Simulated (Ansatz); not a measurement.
# Platinum, bcc under BLYP: from relaxation to bulk modulus, part 1 of 2

The plan for platinum in the bcc structure: relax it, solve it on a dense k-mesh, then scale the cell to 7 volumes from 88 to 112 % of the relaxed one and try a fit of the equation of state. Spin polarisation is left out. The k-meshes are 14×14×14 for the relaxation; 22×22×22 for the dense run; 15×15×15 for the volumes.

This is Pt in the bcc structure; at room conditions it is fcc.

Computed with Ansatz 0.2.0 (DFT BLYP, plane waves (420 eV) with PAW, scalar-relativistic; PBE-made PAW files, unless a step says otherwise).

**1. The structure to begin with**

The structure is cubic, space group Im-3m (No. 229). The conventional cell has a = 3.114 Å, b = 3.114 Å, c = 3.114 Å, α = 90.00°, β = 90.00°, γ = 90.00°. Around Pt (site symmetry m-3m) lie 8 Pt at 2.70 Å.

Structure file:

```
Pt
1.0
    -1.55688    1.55688    1.55688
     1.55688   -1.55688    1.55688
     1.55688    1.55688   -1.55688
Pt
1
Direct
  0.00000 0.00000 0.00000
```

**2. Geometry optimisation**

File input.yaml:

```yaml
crystal:
  lattice:
    - [-1.5568832667, 1.5568832667, 1.5568832667]
    - [1.5568832667, -1.5568832667, 1.5568832667]
    - [1.5568832667, 1.5568832667, -1.5568832667]
  atoms:
    - { symbol: Pt, position: [0.0, 0.0, 0.0] }
hamiltonian:
  xc: blyp
  pseudopotentials:
    kind: paw
    azcp:
      Pt: "pseudopotentials/Pt.paw.azcp"
basis:
  ecutwfc: 420
  fft_grid_basis: typed
kpoints:
  mp_grid: { grid: [14, 14, 14], shift: [0, 0, 0] }
magnetization:
  spin_polarized: false
scf:
  occupations: { method: fermi_dirac, width: 0.1 }
relax:
  max_steps: 60
  f_tol: 0.01
  cell: {}
```

Started as:

```sh
ansatz run input.yaml --threads 2 --pin off --max-ram 5120MiB --backend cpu --events-out ev --progress --plain --runs-dir out
```

Standard output:

```text
Warning: RAYON_NUM_THREADS=2 ignored (pool sized by the plan → 2); use --threads N
Engine: ansatz 0.2.0, x86_64-unknown-linux-gnu
Pseudopotentials: kind: paw
Pseudopotential: Pt, paw, valence charge 18, recommended cutoff 420 eV (normal), <dir>
Functional definition: BLYP
  parameter beta = 0.0042
  parameter a = 0.04918
  parameter b = 0.132
  parameter c = 0.2533
  parameter d = 0.349
  exchange = b88_x(beta = beta)
  correlation = lyp_c(a = a, b = b, c = c, d = d)
Crystal: 1 atoms, lattice volume = 15.095 Å³
Basis set: ecut = 420 eV, 321 PW (Γ), exchange–correlation on 40×40×40 points (8 copies of the dense FFT grid, shifted against one another)
Bands: 13, of which v1, the nominal top of the filled ones, is band 9 counted from 1 (8 counted from 0)
Symmetry: 48 space group operations
Space group: Im-3m (ITA 229), of the structure as read, at distance tolerance 2.5e-5 Å
k-points: 104 of 2744
Non-local potential: Pt, projectors of the file, l = 0: 3, l = 1: 2, l = 2: 2, l = 3: 1
PAW form: soft (Blöchl's): semilocal exchange-correlation on the pseudo side does not see the compensation charge
PAW frozen core: Pt, regenerated for the run's functional, and the local potential with it (the file was generated under x = pbe(κ = 0.804, μ = 0.2195149727645171), c = pbe(β = 0.06672455060314922))
PAW one-centre angular grid: Pt, 590 points (default); XC on 64 Gauss nodes
Initial density: superposition of atomic densities (neutral atoms: chi_scale 0, normalization atom), corrected by the library's trained network
Initial wavefunctions: pseudopotential atomic-orbital guess
Functional: x = b88, c = lyp
SCF iter   1: F=—  HF=-12548.868875 eV  |F-HF|=—  |Δ(HF+E_count)|=         —  Δρ=1.32e-2  dr2=2.71e-2  ethr=1.77e-3  ⟨swp⟩=5.0  Hψ=7550  notcnv=0
preconditioner: auto → none  [metal: Δε(μ)=0.027 eV  Ē_g=14.371 eV  σ=0.100 eV  W_gap=0.07  n_scr=0 (ndim 8)  ℏωp=30.2 eV  f_vac=0.000  D(μ)=1.18/eV (n_scr^D=12)]
SCF iter   2: F=—  HF=-12548.862143 eV  |F-HF|=—  |Δ(HF+E_count)|=   6.73e-3  Δρ=4.60e-3  dr2=1.34e-3  ethr=1.50e-4  ⟨swp⟩=2.6  Hψ=2911  notcnv=0
SCF iter   3: F=—  HF=-12548.861992 eV  |F-HF|=—  |Δ(HF+E_count)|=   1.52e-4  Δρ=2.00e-3  dr2=2.29e-4  ethr=7.46e-6  ⟨swp⟩=2.4  Hψ=2039  notcnv=0
SCF iter   4: F=—  HF=-12548.862092 eV  |F-HF|=—  |Δ(HF+E_count)|=   9.99e-5  Δρ=3.38e-4  dr2=6.15e-6  ethr=1.27e-6  ⟨swp⟩=2.0  Hψ=1869  notcnv=0
SCF iter   5: F=—  HF=-12548.862100 eV  |F-HF|=—  |Δ(HF+E_count)|=   8.21e-6  Δρ=1.97e-5  dr2=1.45e-8  ethr=3.42e-8  ⟨swp⟩=2.8  Hψ=2354  notcnv=0
SCF iter   6: F=-12548.862100 eV  HF=-12548.862100 eV  |F-HF|=9.09e-11  |Δ(HF+E_count)|=   2.48e-8  Δρ=1.72e-6  dr2=2.37e-10  ethr=8.07e-11  ⟨swp⟩=2.0  Hψ=4614  notcnv=0
SCF 1 converged in 6 iterations: F = -12548.862100 eV  dr2 = 2.37e-10
relax step   1: F+E_penalty+E_count = -12548.86209984 eV  Δ(F+E_penalty+E_count) = +0.000e0 eV  max|allowed force component| = 0.000e0 eV/Å  Δτ_max = 0.0000 Å  P = +28.475 GPa  Ω = 15.095 Å³  (6 SCF iters, dr2 threshold 1.00e-7 eV, accepted)
Crystal: 1 atoms, lattice volume = 17.463 Å³
Initial density: handed on by an earlier stage of this run
Initial wavefunctions: those handed on with the density
iter 1 solved again at ethr=5.09e-5 eV; its pass at ethr=3.10e-3 eV (dr2=9.15e-3 eV) is discarded
SCF iter   1: F=—  HF=-12548.989739 eV  |F-HF|=—  |Δ(HF+E_count)|=         —  Δρ=9.51e-3  dr2=9.39e-3  ethr=5.09e-5  ⟨swp⟩=1.0  Hψ=9312  notcnv=0
preconditioner: auto → Kerker (q_TF=auto, 2.742 Å⁻¹)  [metal: Δε(μ)=0.028 eV  Ē_g=12.777 eV  σ=0.100 eV  W_gap=0.07  n_scr=12 (ndim 8)  ℏωp=28.1 eV  f_vac=0.000  D(μ)=1.39/eV (n_scr^D=12)]
SCF iter   2: F=—  HF=-12548.988495 eV  |F-HF|=—  |Δ(HF+E_count)|=   1.24e-3  Δρ=5.42e-3  dr2=2.64e-3  ethr=5.09e-5  ⟨swp⟩=1.0  Hψ=1352  notcnv=0
SCF iter   3: F=—  HF=-12548.988255 eV  |F-HF|=—  |Δ(HF+E_count)|=   2.40e-4  Δρ=7.40e-4  dr2=5.51e-5  ethr=1.47e-5  ⟨swp⟩=1.8  Hψ=1749  notcnv=0
SCF iter   4: F=—  HF=-12548.988270 eV  |F-HF|=—  |Δ(HF+E_count)|=   1.45e-5  Δρ=1.97e-4  dr2=3.87e-6  ethr=3.06e-7  ⟨swp⟩=2.0  Hψ=2075  notcnv=0
SCF iter   5: F=—  HF=-12548.988273 eV  |F-HF|=—  |Δ(HF+E_count)|=   2.85e-6  Δρ=3.56e-5  dr2=1.23e-7  ethr=2.15e-8  ⟨swp⟩=2.0  Hψ=1871  notcnv=0
SCF iter   6: F=-12548.988273 eV  HF=-12548.988273 eV  |F-HF|=5.02e-9  |Δ(HF+E_count)|=   6.85e-8  Δρ=7.24e-6  dr2=3.72e-9  ethr=5.56e-10  ⟨swp⟩=4.0  Hψ=3967  notcnv=0
SCF 2 converged in 6 iterations: F = -12548.988273 eV  dr2 = 3.72e-9
relax step   2: F+E_penalty+E_count = -12548.98827272 eV  Δ(F+E_penalty+E_count) = -1.262e-1 eV  max|allowed force component| = 0.000e0 eV/Å  Δτ_max = 0.0000 Å  P = -6.125 GPa  Ω = 17.463 Å³  energy of the carried Pulay correction = -9.348e-4 eV  (6 SCF iters, dr2 threshold 1.00e-7 eV, accepted)
Crystal: 1 atoms, lattice volume = 16.992 Å³
iter 1 solved again at ethr=3.23e-6 eV; its pass at ethr=3.10e-3 eV (dr2=5.82e-4 eV) is discarded
SCF iter   1: F=—  HF=-12548.999958 eV  |F-HF|=—  |Δ(HF+E_count)|=         —  Δρ=1.96e-3  dr2=4.62e-4  ethr=3.23e-6  ⟨swp⟩=1.1  Hψ=8943  notcnv=0
preconditioner: auto → Kerker (q_TF=auto, 2.755 Å⁻¹)  [metal: Δε(μ)=0.026 eV  Ē_g=13.007 eV  σ=0.100 eV  W_gap=0.06  n_scr=12 (ndim 8)  ℏωp=28.5 eV  f_vac=0.000  D(μ)=1.34/eV (n_scr^D=12)]
SCF iter   2: F=—  HF=-12548.999872 eV  |F-HF|=—  |Δ(HF+E_count)|=   8.58e-5  Δρ=1.05e-3  dr2=1.10e-4  ethr=2.57e-6  ⟨swp⟩=1.0  Hψ=1354  notcnv=0
SCF iter   3: F=—  HF=-12548.999855 eV  |F-HF|=—  |Δ(HF+E_count)|=   1.72e-5  Δρ=1.91e-4  dr2=3.15e-6  ethr=6.12e-7  ⟨swp⟩=2.0  Hψ=1790  notcnv=0
SCF iter   4: F=—  HF=-12548.999856 eV  |F-HF|=—  |Δ(HF+E_count)|=   6.90e-7  Δρ=3.44e-5  dr2=1.26e-7  ethr=1.75e-8  ⟨swp⟩=2.0  Hψ=2043  notcnv=0
SCF iter   5: F=-12548.999856 eV  HF=-12548.999856 eV  |F-HF|=2.83e-9  |Δ(HF+E_count)|=   7.39e-8  Δρ=6.44e-6  dr2=3.55e-9  ethr=5.56e-10  ⟨swp⟩=3.9  Hψ=3989  notcnv=0
SCF 3 converged in 5 iterations: F = -12548.999856 eV  dr2 = 3.55e-9
relax step   3: F+E_penalty+E_count = -12548.99985600 eV  Δ(F+E_penalty+E_count) = -1.158e-2 eV  max|allowed force component| = 0.000e0 eV/Å  Δτ_max = 0.0000 Å  P = -1.485 GPa  Ω = 16.992 Å³  energy of the carried Pulay correction = -7.596e-4 eV  (5 SCF iters, dr2 threshold 1.00e-7 eV, accepted)
Crystal: 1 atoms, lattice volume = 16.846 Å³
iter 1 solved again at ethr=1.78e-7 eV; its pass at ethr=3.10e-3 eV (dr2=3.20e-5 eV) is discarded
SCF iter   1: F=—  HF=-12549.000544 eV  |F-HF|=—  |Δ(HF+E_count)|=         —  Δρ=5.97e-4  dr2=4.07e-5  ethr=1.78e-7  ⟨swp⟩=2.0  Hψ=8812  notcnv=0
preconditioner: auto → Kerker (q_TF=auto, 2.759 Å⁻¹)  [metal: Δε(μ)=0.023 eV  Ē_g=13.100 eV  σ=0.100 eV  W_gap=0.06  n_scr=12 (ndim 8)  ℏωp=28.6 eV  f_vac=0.000  D(μ)=1.33/eV (n_scr^D=12)]
SCF iter   2: F=—  HF=-12549.000537 eV  |F-HF|=—  |Δ(HF+E_count)|=   6.80e-6  Δρ=3.28e-4  dr2=1.00e-5  ethr=1.78e-7  ⟨swp⟩=1.6  Hψ=1649  notcnv=0
SCF iter   3: F=—  HF=-12549.000536 eV  |F-HF|=—  |Δ(HF+E_count)|=   1.41e-6  Δρ=5.41e-5  dr2=2.96e-7  ethr=5.56e-8  ⟨swp⟩=1.6  Hψ=1622  notcnv=0
SCF iter   4: F=-12549.000536 eV  HF=-12549.000536 eV  |F-HF|=7.60e-9  |Δ(HF+E_count)|=   4.51e-9  Δρ=1.20e-5  dr2=1.44e-8  ethr=5.56e-10  ⟨swp⟩=3.9  Hψ=4001  notcnv=0
SCF 4 converged in 4 iterations: F = -12549.000536 eV  dr2 = 1.44e-8
relax step   4: F+E_penalty+E_count = -12549.00053564 eV  Δ(F+E_penalty+E_count) = -6.796e-4 eV  max|allowed force component| = 0.000e0 eV/Å  Δτ_max = 0.0000 Å  P = +0.125 GPa  Ω = 16.846 Å³  energy of the carried Pulay correction = -7.045e-4 eV  (4 SCF iters, dr2 threshold 1.00e-7 eV, accepted)
Crystal: 1 atoms, lattice volume = 16.857 Å³
iter 1 solved again at ethr=7.58e-10 eV; its pass at ethr=3.10e-3 eV (dr2=1.36e-7 eV) is discarded
SCF iter   1: F=—  HF=-12549.000535 eV  |F-HF|=—  |Δ(HF+E_count)|=         —  Δρ=4.74e-5  dr2=1.84e-7  ethr=7.58e-10  ⟨swp⟩=2.0  Hψ=8559  notcnv=0
preconditioner: auto → Kerker (q_TF=auto, 2.758 Å⁻¹)  [metal: Δε(μ)=0.026 eV  Ē_g=13.095 eV  σ=0.100 eV  W_gap=0.06  n_scr=12 (ndim 8)  ℏωp=28.6 eV  f_vac=0.000  D(μ)=1.33/eV (n_scr^D=12)]
SCF iter   2: F=—  HF=-12549.000536 eV  |F-HF|=—  |Δ(HF+E_count)|=   5.38e-7  Δρ=2.59e-5  dr2=4.31e-8  ethr=7.58e-10  ⟨swp⟩=1.8  Hψ=1735  notcnv=0
SCF iter   3: F=-12549.000536 eV  HF=-12549.000536 eV  |F-HF|=8.91e-11  |Δ(HF+E_count)|=   1.22e-9  Δρ=3.28e-6  dr2=6.52e-10  ethr=2.18e-10  ⟨swp⟩=3.3  Hψ=3706  notcnv=0
SCF 5 converged in 3 iterations: F = -12549.000536 eV  dr2 = 6.52e-10
relax step   5: F+E_penalty+E_count = -12549.00053568 eV  Δ(F+E_penalty+E_count) = -3.226e-8 eV  max|allowed force component| = 0.000e0 eV/Å  Δτ_max = 0.0000 Å  P = -0.002 GPa  Ω = 16.857 Å³  energy of the carried Pulay correction = -7.087e-4 eV  (3 SCF iters, dr2 threshold 3.92e-8 eV, accepted)
Initial wavefunctions: pseudopotential atomic-orbital guess (no wavefunctions were taken with the density)
iter 1 solved again at ethr=2.19e-8 eV; its pass at ethr=3.10e-3 eV (dr2=3.95e-6 eV) is discarded
SCF iter   1: F=—  HF=-12549.001081 eV  |F-HF|=—  |Δ(HF+E_count)|=         —  Δρ=3.07e-4  dr2=1.22e-6  ethr=2.19e-8  ⟨swp⟩=2.8  Hψ=10809  notcnv=0
preconditioner: auto → Kerker (q_TF=auto, 2.758 Å⁻¹)  [metal: Δε(μ)=0.025 eV  Ē_g=13.095 eV  σ=0.100 eV  W_gap=0.06  n_scr=12 (ndim 8)  ℏωp=28.6 eV  f_vac=0.000  D(μ)=1.33/eV (n_scr^D=12)]
SCF iter   2: F=—  HF=-12549.001149 eV  |F-HF|=—  |Δ(HF+E_count)|=   6.80e-5  Δρ=1.59e-4  dr2=3.21e-7  ethr=6.80e-9  ⟨swp⟩=1.0  Hψ=1352  notcnv=0
SCF iter   3: F=—  HF=-12549.001172 eV  |F-HF|=—  |Δ(HF+E_count)|=   2.31e-5  Δρ=3.55e-6  dr2=2.65e-10  ethr=1.79e-9  ⟨swp⟩=2.5  Hψ=2028  notcnv=0
SCF iter   4: F=—  HF=-12549.001172 eV  |F-HF|=—  |Δ(HF+E_count)|=   3.20e-9  Δρ=5.93e-7  dr2=1.11e-11  ethr=1.00e-12  ⟨swp⟩=5.3  Hψ=5323  notcnv=0
SCF iter   5: F=-12549.001172 eV  HF=-12549.001172 eV  |F-HF|=3.64e-12  |Δ(HF+E_count)|=  1.09e-10  Δρ=7.69e-8  dr2=4.37e-13  ethr=1.00e-12  ⟨swp⟩=4.9  Hψ=4911  notcnv=0
SCF 6 converged in 5 iterations: F = -12549.001172 eV  dr2 = 4.37e-13
relax step   6: F+E_penalty+E_count = -12549.00117243 eV  Δ(F+E_penalty+E_count) = -6.368e-4 eV  max|allowed force component| = 0.000e0 eV/Å  Δτ_max = 0.0000 Å  P = +0.005 GPa  Ω = 16.857 Å³  stress off target by 5.12e-3 GPa  SCF on the basis re-selected at this cell (its energy is not comparable with the rows above)  (5 SCF iters)
basis re-selected at this cell: Δ(F+E_penalty+E_count) = -6.368e-4 eV, ΔP = +0.007 GPa vs the last step (what re-selecting the basis moved, of the pressure what is left beyond the Pulay correction that the steps carried, after the strain that the cell walked since its last selection, with what the two solves' SCF thresholds leave and, on support functions, any second-order correction that the steps lacked; it is no measure of the basis error at this ecutwfc). This SCF's stress stands 5.12e-3 GPa from its target on what of the cell is left free (relax.cell.stress_tol is 5.00e-2 GPa) and its largest allowed force component is 0.00e0 eV/Å (relax.f_tol is 1.00e-2 eV/Å): within both
SCF converged after 5 iterations
Free energy (F): -12549.001172 eV
Harris-Foulkes:  -12549.001172 eV  (|F-HF|=3.64e-12)
Internal energy: -12548.958247 eV  (E = F + TS)
E sigma→0 (E₀):  -12548.979710 eV
Entropy (-TS):   -0.042926 eV (-42.926 meV/atom)
Fermi energy:    20.442480 eV
--- Per-component energies (eV) ---
  E_band       = -167.942200
  E_kinetic    = 636.935539
  E_local      = -1611.084859  (includes V_loc(G=0)·N_el)
  E_nonlocal   = 198.779331
  E_hartree    = 595.445284
  E_xc         = -257.380683
  E_vxc        = -296.593119  (∫ρ·V_xc dr)
  E_paw        = -9483.920236  (= ΣΔE_a)
  E_vpaw       = -286.869861  (= ΣTr[D̂ρ^β])
  E_aug_tail   = 0.000187  (compensation charges beyond the density's cutoff)
  E_ewald      = -2627.872272
  E_core_change = 0.139463  (= ΣΔE_core)
  E_smearing   = -0.042926  (= −TS)
  E_closure    = 0.000000  (closes the sum)
  Σ components = -12549.001172   (vs F -12549.001172, Δ=0.00e0)
--- Forces (eV/Å), atoms counted from 1 ---
  atom   1  Pt     0.00000000    -0.00000000     0.00000000
  max |Σ_I F_I| component: 9.20e-31 eV/Å
--- Stress (GPa, compression-positive) ---
        0.005118       0.000000      -0.000000
       -0.000000       0.005118       0.000000
        0.000000       0.000000       0.005118
  P = ⅓ Tr σ = 0.0051 GPa (0.051 kbar)
--- Relaxed structure (5 steps of the walk, 5 accepted, 1 SCFs on fresh bases) ---
  F+E_penalty+E_count = -12549.00117243 eV   max|allowed force component| = 0.000e0 eV/Å   (the final SCF, on the basis selected at the relaxed cell)
  cell:  # Å, volume = 16.8573 Å³
    - [-1.6152601613317612, 1.6152601613317612, 1.6152601613317612]
    - [1.6152601613317612, -1.6152601613317612, 1.6152601613317612]
    - [1.6152601613317612, 1.6152601613317612, -1.6152601613317612]
  atoms:
    - { symbol: Pt, position: [0.0, 0.0, 0.0] }
```

Wall time 1.7 s (2 threads of AMD EPYC 9R45 (Zen 5), shared host); peak memory 0.37 GiB.

The steps of the relaxation:

```tsv
step	energy change (meV/atom)	largest force (eV/Å)	pressure (GPa)	volume (Å³/atom)
1	0.00	0.0000	28.47	15.095
2	-126.17	0.0000	-6.12	17.463
3	-137.76	0.0000	-1.48	16.992
4	-138.44	0.0000	0.13	16.846
5	-138.44	0.0000	0.00	16.857
6	-139.07	0.0000	0.01	16.857
```

Steps that repeat a cell are solved on a basis chosen anew, so their changes of energy are no gain of the relaxation.

Changes in the cell that was computed:

|  | before | after | change |
| --- | --- | --- | --- |
| a (Å) | 2.697 | 2.798 | +3.7 % |
| b (Å) | 2.697 | 2.798 | +3.7 % |
| c (Å) | 2.697 | 2.798 | +3.7 % |
| volume (Å³/atom) | 15.095 | 16.857 | +11.7 % |
| shortest distance (Å) | 2.697 | 2.798 | +3.7 % |
| space group (spins left aside) | Im-3m | Im-3m | same |

**3. The energy on a finer k-mesh**

File input.yaml:

```yaml
crystal:
  lattice:
    - [-1.6152601613, 1.6152601613, 1.6152601613]
    - [1.6152601613, -1.6152601613, 1.6152601613]
    - [1.6152601613, 1.6152601613, -1.6152601613]
  atoms:
    - { symbol: Pt, position: [0.0, 0.0, 0.0] }
hamiltonian:
  xc: blyp
  pseudopotentials:
    kind: paw
    azcp:
      Pt: "pseudopotentials/Pt.paw.azcp"
basis:
  ecutwfc: 420
  fft_grid_basis: typed
kpoints:
  mp_grid: { grid: [22, 22, 22], shift: [0, 0, 0] }
magnetization:
  spin_polarized: false
scf:
  occupations: { method: fermi_dirac, width: 0.1 }
output:
  write_density: true
  write_potential: true
  elf: true
  volumetric_format: npy
```

Started as:

```sh
ansatz run input.yaml --threads 2 --pin off --max-ram 5120MiB --backend cpu --events-out ev --progress --plain --runs-dir out
```

Standard output (excerpt; [...] marks lines left out):

```text
Warning: RAYON_NUM_THREADS=2 ignored (pool sized by the plan → 2); use --threads N
[...]
[... 3 set-up lines as earlier in the session ...]
[...]
Crystal: 1 atoms, lattice volume = 16.857 Å³
Basis set: ecut = 420 eV, 321 PW (Γ), exchange–correlation on 40×40×40 points (8 copies of the dense FFT grid, shifted against one another)
Bands: 13, of which v1, the nominal top of the filled ones, is band 9 counted from 1 (8 counted from 0)
[... 1 set-up line as earlier in the session ...]
Space group: Im-3m (ITA 229), of the structure as read, at distance tolerance 2.6e-5 Å
k-points: 328 of 10648
[...]
SCF iter   1: F=—  HF=-12549.009569 eV  |F-HF|=—  |Δ(HF+E_count)|=         —  Δρ=1.17e-2  dr2=2.58e-2  ethr=1.77e-3  ⟨swp⟩=5.0  Hψ=23291  notcnv=0
[...]
SCF iter   6: F=-12549.004062 eV  HF=-12549.004062 eV  |F-HF|=4.07e-9  |Δ(HF+E_count)|=   1.17e-7  Δρ=6.42e-6  dr2=3.36e-9  ethr=5.56e-10  ⟨swp⟩=3.0  Hψ=13149  notcnv=0
[...]
SCF converged after 6 iterations
Free energy (F): -12549.004062 eV
[...]
E sigma→0 (E₀):  -12548.984763 eV
Entropy (-TS):   -0.038598 eV (-38.598 meV/atom)
Fermi energy:    20.466609 eV
[...]
--- Band table (eV; the first three rows and the last of 328) ---
  k-point 0: bands = ["-77.4164", "-31.4425", "-31.4425", "-31.4425", "11.7392", "17.2976", "17.2976", "17.2976", "19.5502", "19.5502", "37.8205", "37.8205", "37.8205"]
[...]
```

Wall time 1.1 s (2 threads of AMD EPYC 9R45 (Zen 5), shared host); peak memory 0.42 GiB.

The maps below are laid out on this run's own conventional cell (a, b, c = 3.231, 3.231, 3.231 Å).

Density in a lattice plane of the grid's cell (edges 3.23 and 3.23 Å, at 0.000 of the third edge), which holds Pt.

Ten even steps from ' ' (0.16 e/Å³) to '@' (11.96 e/Å³):
```
@@%%%%**==--..                      ..--==**%%%%
%%##**++--::..                      ..::--++**##
**++==--::..                          ..::--==++
----::::..                              ..::::--
......                                      ....
                                                
                                                
                                                
                                                
                                                
                                                
                                                
                                                
                                                
......                                      ....
----::::..                              ..::::--
**++==--::..                          ..::--==++
%%##**++--::..                      ..::--++**##
@@%%%%**==--..                      ..--==**%%%%
@@@@%%##++--..                      ..--++##%%@@
```
Columns run along the first of these edges and rows up along the second, over one cell in 24 and 20 even steps from the bottom left corner. Atoms in the plane (fractional): Pt at (0.00, 0.00).

ELF in the same plane.

Ten even steps from ' ' (0.15) to '@' (0.69):
```
@@@@@@@@@@%%**++--::..      ..::--++**%%@@@@@@@@
@@@@@@@@%%##++==::....      ....::==++##%%@@@@@@
@@@@%%%%**++==--::..          ..::--==++**%%%%@@
@@%%##**++--::::....          ....::::--++**##%%
##****==--::......              ......::--==****
++====--::......                  ......::--====
--::::::......                      ......::::::
..........                              ........
                                                
                                                
                                                
..........                              ........
--::::::......                      ......::::::
++====--::......                  ......::--====
##****==--::......              ......::--==****
@@%%##**++--::::....          ....::::--++**##%%
@@@@%%%%**++==--::..          ..::--==++**%%%%@@
@@@@@@@@%%##++==::....      ....::==++##%%@@@@@@
@@@@@@@@@@%%**++--::..      ..::--++**%%@@@@@@@@
@@@@@@@@@@%%##++--::..      ..::--++##%%@@@@@@@@
```
Columns run along the first of these edges and rows up along the second, over one cell in 24 and 20 even steps from the bottom left corner. Atoms in the plane (fractional): Pt at (0.00, 0.00).

Both are smooth fields of the valence electrons: close to the nuclei they are not physical.

**4. Volume × 0.88**

File input.yaml:

```yaml
crystal:
  lattice:
    - [-1.5478779223, 1.5478779223, 1.5478779223]
    - [1.5478779223, -1.5478779223, 1.5478779223]
    - [1.5478779223, 1.5478779223, -1.5478779223]
  atoms:
    - { symbol: Pt, position: [0.0, 0.0, 0.0] }
hamiltonian:
  xc: blyp
  pseudopotentials:
    kind: paw
    azcp:
      Pt: "pseudopotentials/Pt.paw.azcp"
basis:
  ecutwfc: 420
  fft_grid_basis: typed
kpoints:
  mp_grid: { grid: [15, 15, 15], shift: [0, 0, 0] }
magnetization:
  spin_polarized: false
scf:
  occupations: { method: fermi_dirac, width: 0.1 }
  lower_state_search: "off"
output:
  stress: true
  write_density: true
  write_potential: true
  elf: true
  volumetric_format: npy
```

Started as:

```sh
ansatz run input.yaml --threads 2 --pin off --max-ram 5120MiB --backend cpu --events-out ev --progress --plain --runs-dir out
```

Standard output (excerpt; [...] marks lines left out):

```text
Warning: RAYON_NUM_THREADS=2 ignored (pool sized by the plan → 2); use --threads N
[...]
[... 3 set-up lines as earlier in the session ...]
[...]
Crystal: 1 atoms, lattice volume = 14.834 Å³
Basis set: ecut = 420 eV, 321 PW (Γ), exchange–correlation on 36×36×36 points (8 copies of the dense FFT grid, shifted against one another)
Bands: 13, of which v1, the nominal top of the filled ones, is band 9 counted from 1 (8 counted from 0)
[... 2 set-up lines as earlier in the session ...]
k-points: 120 of 3375
[...]
SCF iter   1: F=—  HF=-12548.829256 eV  |F-HF|=—  |Δ(HF+E_count)|=         —  Δρ=1.34e-2  dr2=2.75e-2  ethr=1.77e-3  ⟨swp⟩=5.0  Hψ=8713  notcnv=0
[...]
SCF iter   6: F=-12548.822351 eV  HF=-12548.822351 eV  |F-HF|=8.73e-11  |Δ(HF+E_count)|=   2.52e-8  Δρ=1.69e-6  dr2=2.07e-10  ethr=1.01e-10  ⟨swp⟩=4.3  Hψ=7685  notcnv=0
[...]
SCF converged after 6 iterations
Free energy (F): -12548.822351 eV
[...]
E sigma→0 (E₀):  -12548.810212 eV
Entropy (-TS):   -0.024278 eV (-24.278 meV/atom)
Fermi energy:    24.219930 eV
[...]
--- Stress (GPa, compression-positive) ---
       34.216128       0.000000       0.000000
       -0.000000      34.216128       0.000000
        0.000000      -0.000000      34.216128
  P = ⅓ Tr σ = 34.2161 GPa (342.161 kbar)
--- Band table (eV; the first three rows and the last of 120) ---
  k-point 0: bands = ["-74.0643", "-28.0258", "-28.0258", "-28.0258", "14.1921", "20.3448", "20.3448", "20.3448", "23.0664", "23.0664", "41.5439", "41.5439", "41.5439"]
[...]
```

Wall time 0.64 s (2 threads of AMD EPYC 9R45 (Zen 5), shared host); peak memory 0.36 GiB.

(Continued in part 2 of 2.)
